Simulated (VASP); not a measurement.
# Sb in VASP: further runs

Runs on Sb. Level: PBE+D3(BJ). Tasks: single point, relaxation of the atoms.

Everything below comes from runs of VASP 6.6.1. Logs are shortened: lines on timing, memory, paths and dates and some standing lists are left out, and cuts for length are marked.

## (1) Starting point

The cell holds a slab with vacuum, 8 atoms: a = 4.322 Å, b = 4.322 Å, c = 27.555 Å, α = 90.00°, β = 90.00°, γ = 120.00°.

The slab is cut from a database's or a generator's crystal, which needn't be the stable form of the element.

## (2) Single point, PBE+D3(BJ)

Contents of INCAR:

```
SYSTEM = Sb
ALGO = Normal
DIPOL = 0.5 0.5 0.500
EDIFF = 1E-6
ENCUT = 520
GGA = PE
ICORELEVEL = 1
IDIPOL = 3
ISIF = 2
ISMEAR = 1
IVDW = 12
KPAR = 2
LASPH = .TRUE.
LCHARG = .FALSE.
LDIPOL = .TRUE.
LREAL = .FALSE.
LVACPOTAV = .TRUE.
LVHAR = .TRUE.
LWAVE = .FALSE.
NELM = 80
PREC = Accurate
SIGMA = 0.1
```

Contents of KPOINTS:

```
k-points
0
G
  9 9 1
  0 0 0
```

Contents of POSCAR:

```
Sb
1.0
    4.3223837000      0.0000000000      0.0000000000
   -2.1611921500      3.7432942600      0.0000000000
    0.0000000000      0.0000000000     27.5545640400
Sb
8
Direct
    0.3333332200      0.6666666100      0.2721872100
    0.6666665100      0.3333332600      0.3283678200
    0.9999998000      0.9999999000      0.4053355400
    0.3333330900      0.6666665500      0.4615161400
    0.6666663700      0.3333331900      0.5384838600
    0.9999996700      0.9999998300      0.5946644600
    0.3333329500      0.6666664800      0.6716321800
    0.6666662500      0.3333331200      0.7278127900
```

Potentials or basis: VASP PAW PBE potentials, release 64 (Sb).

Run with:

```
$ cat potpaw_PBE.64/Sb/POTCAR > POTCAR
$ mpirun -np 2 vasp_std > vasp.out
```

OUTCAR:

```text
SYSTEM = Sb
   EDIFF = 1E-6
   ENCUT = 520
   GGA = PE
   ISIF = 2
   ISMEAR = 1
   IVDW = 12
   LASPH = .TRUE.
   LREAL = .FALSE.
   NELM = 80
   PREC = Accurate
 IVDW          = 12

 ion  position               nearest neighbor table
   1  0.333  0.667  0.272-   2 2.94   2 2.94   2 2.94
   2  0.667  0.333  0.328-   1 2.94   1 2.94   1 2.94   3 3.27   3 3.27   3 3.27
   3  1.000  1.000  0.405-   4 2.94   4 2.94   4 2.94   2 3.27   2 3.27   2 3.27
   4  0.333  0.667  0.462-   3 2.94   3 2.94   3 2.94   5 3.27   5 3.27   5 3.27
   5  0.667  0.333  0.538-   6 2.94   6 2.94   6 2.94   4 3.27   4 3.27   4 3.27
   6  1.000  1.000  0.595-   5 2.94   5 2.94   5 2.94   7 3.27   7 3.27   7 3.27
   7  0.333  0.667  0.672-   8 2.94   8 2.94   8 2.94   6 3.27   6 3.27   6 3.27
   8  0.667  0.333  0.728-   7 2.94   7 2.94   7 2.94

  LATTYP: Found a hexagonal cell.
 ALAT       =     4.3223837000
 C/A-ratio  =     6.3748537734

  Lattice vectors:

 A1 = (   4.3223837000,   0.0000000000,   0.0000000000)
 A2 = (  -2.1611921500,   3.7432942600,   0.0000000000)
 A3 = (   0.0000000000,   0.0000000000,  27.5545640400)

Analysis of symmetry for initial positions (statically):
=====================================================================
 Subroutine PRICEL returns:
 Original cell was already a primitive cell.

 Routine SETGRP: Setting up the symmetry group for a
 hexagonal supercell.

 Subroutine GETGRP returns: Found 12 space group operations
 (whereof 12 operations were pure point group operations)
 out of a pool of 24 trial point group operations.

The static configuration has the point symmetry D_3d.

Analysis of symmetry for dynamics (positions and initial velocities):
=====================================================================
 Subroutine PRICEL returns:
 Original cell was already a primitive cell.

 Routine SETGRP: Setting up the symmetry group for a
 hexagonal supercell.

 Subroutine GETGRP returns: Found 12 space group operations
 (whereof 12 operations were pure point group operations)
 out of a pool of 24 trial point group operations.

The dynamic configuration has the point symmetry D_3d.

 Subroutine INISYM returns: Found 12 space group operations
 (whereof 12 operations are pure point group operations),
 and found     1 'primitive' translations

----------------------------------------------------------------------------------------

                                     Primitive cell

  volume of cell :     445.8316

  direct lattice vectors                    reciprocal lattice vectors
     4.322383700  0.000000000  0.000000000     0.231353825  0.133572205  0.000000000
    -2.161192150  3.743294260  0.000000000     0.000000000  0.267144374  0.000000000
     0.000000000  0.000000000 27.554564040     0.000000000  0.000000000  0.036291628

  length of vectors
     4.322383700  4.322383998 27.554564040     0.267144392  0.267144374  0.036291628

  position of ions in fractional coordinates (direct lattice)
     0.333333220  0.666666610  0.272187210
     0.666666510  0.333333260  0.328367820
     0.999999800  0.999999900  0.405335540
     0.333333090  0.666666550  0.461516140
     0.666666370  0.333333190  0.538483860
     0.999999670  0.999999830  0.594664460
     0.333332950  0.666666480  0.671632180
     0.666666250  0.333333120  0.727812790

  ion indices of the primitive-cell ions
   primitive index   ion index
                 1           1
                 2           2
                 3           3
                 4           4
                 5           5
                 6           6
                 7           7
                 8           8

----------------------------------------------------------------------------------------

 KPOINTS: k-points

Automatic generation of k-mesh.
 Grid dimensions read from file:
 generate k-points for:    9    9    1

 Generating k-lattice:

  Cartesian coordinates                     Fractional coordinates (reciprocal lattice)
[... 26 lines left out ...]
  0.222222  0.222222  0.000000      6.000000
  0.333333  0.222222  0.000000     12.000000
  0.333333  0.333333  0.000000      2.000000
   k-points           NKPTS =     12   k-points in BZ     NKDIM =     12   number of bands    NBANDS=     25
   number of dos      NEDOS =    301   number of ions     NIONS =      8
   total plane-waves  NPLWV = 215040
   dimension x,y,z NGX =    32 NGY =   32 NGZ =  210
   dimension x,y,z NGXF=    64 NGYF=   64 NGZF=  420
   ions per type =               8
   NGX,Y,Z   is equivalent  to a cutoff of  12.31, 12.31, 12.67 a.u.
   NGXF,Y,Z  is equivalent  to a cutoff of  24.62, 24.62, 25.34 a.u.
 SYSTEM =  Sb
   PREC   = accura    normal or accurate (medium, high low for compatibility)
   ISTART =      0    job   : 0-new  1-cont  2-samecut
   ICHARG =      2    charge: 1-file 2-atom 10-const
   ISPIN  =      1    spin polarized calculation?
   LNONCOLLINEAR =      F non collinear calculations
   LSORBIT =      F    spin-orbit coupling
   LASPH  =      T    aspherical Exc in radial PAW
   ENCUT  =  520.0 eV  38.22 Ry    6.18 a.u.   8.04  8.04 51.23*2*pi/ulx,y,z
   NELM   =     80;   NELMIN=  2; NELMDL= -5     # of ELM steps
   EDIFF  = 0.1E-05   stopping-criterion for ELM
   LREAL  =      F    real-space projection
   EDIFFG = 0.1E-04   stopping-criterion for IOM
   NSW    =      0    number of steps for IOM
   IBRION =     -1    ionic relax: 0-MD 1-quasi-New 2-CG
   NFREE  =      0    steps in history (QN), initial steepest desc. (CG)
   ISIF   =      2    stress and relaxation
   ISYM   =      2    0-nonsym 1-usesym 2-fastsym
   POTIM  = 0.5000    time-step for ionic-motion
   TEBEG  =    0.0;   TEEND  =   0.0 temperature during run
   PSTRESS=    0.0 pullay stress
   NELECT =      40.0000    total number of electrons
   NUPDOWN=      -1.0000    fix difference up-down
   EMIN   =  10.00;   EMAX   =-10.00  energy-range for DOS
   EFERMI =   0.00;   METHOD = LEGACY
   ISMEAR =     1;   SIGMA  =   0.10  broadening in eV -4-tet -1-fermi 0-gaus
   EFERMI_NEDOS =   21; number of points for ismear=-14 and -15
   IALGO  =     38    algorithm
   IMIX   =      4    mixing-type and parameters
     AMIX     =   0.40;   BMIX     =  1.00
     AMIX_MAG =   1.60;   BMIX_MAG =  1.00
  volume/ion in A,a.u.               =      55.73       376.08
  Fermi-wavevector in a.u.,A,eV,Ry     =   0.732888  1.384958  7.308036  0.537125
  Thomas-Fermi vector in A             =   1.825462
   LORBIT       =      0    0 simple, 1 ext, 2 COOP (PROOUT), +10 PAW based schemes
   GGA     = PE    functional components
   LHFCALC =     F    Hartree Fock is set to
   AEXX    =    0.0000 exact exchange contribution
   IVDW    =    12    specifies the selected vdW correction
   LEPSILON=     F    determine dielectric tensor
   LRPA    =     F    only Hartree local field effects (RPA)
 non-spin polarized calculation
 Methfessel and Paxton  Order N= 1 SIGMA  =   0.10
  energy-cutoff  :      520.00
  volume of cell :      445.83
 maximum number of plane-waves:     12039
   NGX = 17   NGY = 17   NGZ =103

 dipolmoment           0.000000      0.000000     -0.000000 electrons x Angstroem

 number of electron      40.0000001 magnetization

 dipolmoment           0.000000      0.000000      0.000000 electrons x Angstroem

 Free energy of the ion-electron system (eV)
  ---------------------------------------------------
  ext. energy  EPLUGINS =         0.00000000
  ---------------------------------------------------
  free energy    TOTEN  =       -32.70567285 eV

  energy without entropy =      -32.70589811  energy(sigma->0) =      -32.70574794

 the core state eigenenergies are
   1-  1s -30291.6599  2s  -4603.5838  2p  -4131.6961  3s   -897.2710  3p   -743.5245
       3d   -509.0987  4s   -142.2767  4p    -95.2440  4d    -27.0318
   2-  1s -30291.8200  2s  -4603.7386  2p  -4131.8508  3s   -897.4398  3p   -743.6932
       3d   -509.2653  4s   -142.4697  4p    -95.4399  4d    -27.2335
   3-  1s -30291.7510  2s  -4603.6762  2p  -4131.7876  3s   -897.3838  3p   -743.6371
       3d   -509.2088  4s   -142.4253  4p    -95.3970  4d    -27.1961
   4-  1s -30291.7597  2s  -4603.6846  2p  -4131.7961  3s   -897.3920  3p   -743.6453
       3d   -509.2170  4s   -142.4332  4p    -95.4049  4d    -27.2038
   5-  1s -30291.7597  2s  -4603.6846  2p  -4131.7961  3s   -897.3920  3p   -743.6453
       3d   -509.2170  4s   -142.4332  4p    -95.4049  4d    -27.2038
   6-  1s -30291.7510  2s  -4603.6762  2p  -4131.7876  3s   -897.3838  3p   -743.6371
       3d   -509.2088  4s   -142.4253  4p    -95.3970  4d    -27.1961
   7-  1s -30291.8200  2s  -4603.7386  2p  -4131.8508  3s   -897.4398  3p   -743.6932
       3d   -509.2653  4s   -142.4697  4p    -95.4399  4d    -27.2335
   8-  1s -30291.6599  2s  -4603.5838  2p  -4131.6961  3s   -897.2710  3p   -743.5245
       3d   -509.0987  4s   -142.2767  4p    -95.2440  4d    -27.0318

 E-fermi :   1.9768     XC(G=0):  -5.6925

 val. band max:        1.9279449388   @ k =   0.1111   0.0000   0.0000
 cond. band min:       2.1039523057   @ k =   0.4444   0.0000   0.0000
 fundamental gap:      0.1760073669
 Fermi energy:         1.9768094594

 k-point     1 :       0.0000    0.0000    0.0000
  band No.  band energies     occupation
      1     -10.6045      2.00000
      2     -10.2142      2.00000
      3      -9.6442      2.00000
      4      -9.1071      2.00000
      5      -6.6613      2.00000
      6      -5.5406      2.00000
[... 325 lines left out ...]
     24       4.0865      0.00000
     25       4.5222      0.00000

------------------------ aborting loop because EDIFF is reached ----------------------------------------

 Edisp (eV)   -3.22419

 E8    (eV) :    -1.5364

  FORCE on cell =-STRESS in cart. coord.  units (eV):
  Direction    XX          YY          ZZ          XY          YZ          ZX
  --------------------------------------------------------------------------------------
  -------------------------------------------------------------------------------------
  Total      -1.99508    -1.99508     0.27639     0.00000     0.00000    -0.00000
  in kB      -7.16967    -7.16967     0.99327     0.00000     0.00000    -0.00000
  external pressure =       -4.45 kB  Pullay stress =        0.00 kB

 VOLUME and BASIS-vectors are now :
 -----------------------------------------------------------------------------
  energy-cutoff  :      520.00
  volume of cell :      445.83
      direct lattice vectors                 reciprocal lattice vectors
     4.322383700  0.000000000  0.000000000     0.231353825  0.133572205  0.000000000
    -2.161192150  3.743294260  0.000000000     0.000000000  0.267144374  0.000000000
     0.000000000  0.000000000 27.554564040     0.000000000  0.000000000  0.036291628

 POSITION                                       TOTAL-FORCE (eV/Angst)
 -----------------------------------------------------------------------------------
     -0.00000      2.49553      7.50000        -0.000000     -0.000000     -0.001845
      2.16119      1.24776      9.04803         0.000000     -0.000000     -0.101969
      2.16119      3.74329     11.16884        -0.000000      0.000000      0.179311
     -0.00000      2.49553     12.71688         0.000000      0.000000     -0.123027
      2.16119      1.24776     14.83769        -0.000000     -0.000000      0.123027
      2.16119      3.74329     16.38572         0.000000     -0.000000     -0.179311
     -0.00000      2.49553     18.50653        -0.000000     -0.000000      0.101969
      2.16119      1.24776     20.05456         0.000000      0.000000      0.001845
 -----------------------------------------------------------------------------------
    total drift:                                0.001161      0.000662      0.000000

  FREE ENERGIE OF THE ION-ELECTRON SYSTEM (eV)
  ---------------------------------------------------
  free  energy   TOTEN  =       -35.9298667774 eV

  energy  without entropy=      -35.9300920344  energy(sigma->0) =      -35.92994186

 vacuum level on the upper side and lower side of the slab         6.211         6.211
```

Run time: 64 s. Hardware: 2 MPI ranks of AMD EPYC 9R45 (Zen 5), shared host; peak memory 0.51 GiB.

Results:

- Free energy: -35.9299 eV
- Largest force: 0.179 eV/Å
- Band gap on the k mesh: none (metal or under the smearing width)
- Dispersion energy per atom: -0.403 eV
- Work function of the upper face: 4.23 eV
- Work function of the lower face: 4.23 eV

Forces in eV/Å, atoms in the order of the input:
```
Sb   0.000  0.000 -0.002
Sb   0.000  0.000 -0.102
Sb   0.000  0.000  0.179
Sb   0.000  0.000 -0.123
Sb   0.000  0.000  0.123
Sb   0.000  0.000 -0.179
Sb   0.000  0.000  0.102
Sb   0.000  0.000  0.002
```

Core levels (eV, on the scale of the bands):
| atom | levels |
| --- | --- |
| 1 Sb | 1s -30291.7, 2s -4603.6, 2p -4131.7, 3s -897.3, 3p -743.5, 3d -509.1, 4s -142.3, 4p -95.2, 4d -27.0 |
| 2 Sb | 1s -30291.8, 2s -4603.7, 2p -4131.9, 3s -897.4, 3p -743.7, 3d -509.3, 4s -142.5, 4p -95.4, 4d -27.2 |
| 3 Sb | 1s -30291.8, 2s -4603.7, 2p -4131.8, 3s -897.4, 3p -743.6, 3d -509.2, 4s -142.4, 4p -95.4, 4d -27.2 |
| 4 Sb | 1s -30291.8, 2s -4603.7, 2p -4131.8, 3s -897.4, 3p -743.6, 3d -509.2, 4s -142.4, 4p -95.4, 4d -27.2 |
| 5 Sb | 1s -30291.8, 2s -4603.7, 2p -4131.8, 3s -897.4, 3p -743.6, 3d -509.2, 4s -142.4, 4p -95.4, 4d -27.2 |
| 6 Sb | 1s -30291.8, 2s -4603.7, 2p -4131.8, 3s -897.4, 3p -743.6, 3d -509.2, 4s -142.4, 4p -95.4, 4d -27.2 |

The run has no spin-orbit coupling, so splittings on Sb are missing.

[end of part 1 of 2]
